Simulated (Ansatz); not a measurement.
**Convergence of Mo**

```xyz
1
Lattice="0.0000 2.0150 2.0150 2.0150 0.0000 2.0150 2.0150 2.0150 0.0000" Properties=species:S:1:pos:R:3 pbc="T T T"
Mo    0.0000    0.0000    0.0000
```

The cell comes from COD entry 1534907, which wasn't checked; take it as a given geometry.

Theory: DFT, PBE, PAW with Ansatz's default frozen-core files, scalar-relativistic (Ansatz 0.2.0).

The runs use a Γ-centred 17×17×17 k mesh, Fermi–Dirac smearing of 0.08 eV, cutoff 420 eV, no spin polarisation. One setting is then changed at a time.

| k mesh | free energy less the base's (meV/atom) | P (GPa) |
| --- | --- | --- |
| 17×17×17 (base) | 0.0 | -4.61 |
| 5×5×5 | -12.7 | -5.12 |
| 8×8×8 | 10.2 | -4.51 |
| 13×13×13 | -3.5 | -4.86 |
| 24×24×24 | -0.4 | -4.58 |
